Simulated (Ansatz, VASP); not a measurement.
## BN: VASP beside Ansatz

The input POSCAR:

```
BN
1.0
    0.0000000000      1.7458259515      1.7458259515
    1.7458259515      0.0000000000      1.7458259515
    1.7458259515      1.7458259515      0.0000000000
B N
1 1
Direct
    0.0000000000      0.0000000000      0.0000000000
    0.5000000000      0.5000000000      0.5000000000
```

Contents of INCAR.step1:

```
SYSTEM = BN
PREC     = Accurate       ! precision mode
ENCUT    = 520            ! plane-wave cutoff, eV
ISMEAR   = 0              ! smearing method
SIGMA    = 0.01           ! smearing width, eV
LREAL    = .False.        ! projectors in reciprocal space
LASPH    = .True.         ! aspherical terms in the spheres
NELM     = 100            ! most SCF steps
NBANDS   = 11             ! bands
GGA      = PE             ! functional
ALGO     = Normal         ! electronic algorithm
EDIFF    = 1E-4           ! SCF threshold, eV
LWAVE    = .True.         ! write WAVECAR
LCHARG   = .False.        ! write CHGCAR
```

The input INCAR.step2:

```
SYSTEM = BN
PREC     = Accurate       ! precision mode
ENCUT    = 520            ! plane-wave cutoff, eV
EDIFF    = 1E-7           ! SCF threshold, eV
ISMEAR   = 0              ! smearing method
SIGMA    = 0.01           ! smearing width, eV
LREAL    = .False.        ! projectors in reciprocal space
LASPH    = .True.         ! aspherical terms in the spheres
NELM     = 100            ! most SCF steps
ALGO     = Normal         ! electronic algorithm
ISIF     = 2              ! what is computed and relaxed
LWAVE    = .False.        ! write WAVECAR
LCHARG   = .False.        ! write CHGCAR
METAGGA  = R2SCAN         ! meta-GGA
LMIXTAU  = .True.       
NBANDS   = 11             ! bands
ISTART   = 1
```

The input KPOINTS:

```
Automatic mesh
0
Gamma
  10 10 10
  0 0 0
```

Input for Ansatz:

```yaml
crystal:
  lattice:
    - [0.0, 1.7458259515, 1.7458259515]
    - [1.7458259515, 0.0, 1.7458259515]
    - [1.7458259515, 1.7458259515, 0.0]
  atoms:
    - { symbol: B, position: [0.0, 0.0, 0.0] }
    - { symbol: "N", position: [0.5, 0.5, 0.5] }
kpoints:
  mp_grid: { grid: [10, 10, 10] }
hamiltonian:
  xc: r2scan
scf:
  occupations: { method: fixed }
  n_extra_bands: 4
output:
  forces: true
  stress: true
  eigenvalues: true
```

Alike in both runs: task single point; functional r2SCAN; k mesh 10 × 10 × 10; no spin polarisation.

|  | VASP | Ansatz |
| --- | --- | --- |
| version | VASP 6.6.1 | Ansatz 0.2.0 |
| potentials or method | VASP PAW PBE potentials, release 64 (B, N) | plane waves, PAW |
| plane-wave cutoff (eV) | 520 | 500 |
| occupations | gaussian, width 0.01 eV | fixed |
| valence electrons in the cell | 8 | 8 |

Ansatz gave:

| Quantity | Value |
| --- | --- |
| gap on the k mesh at the Fermi level (eV) | 1.48 |
| pressure (GPa) | 0.0 |

Q: What did VASP give for the same quantities?

A: gap on the k mesh at the Fermi level (eV): 1.47; pressure (GPa): 0.5.

Caveats: the PAW data sets were made with another functional, which shifts forces and pressure a little (VASP). A k mesh can miss the band edges.
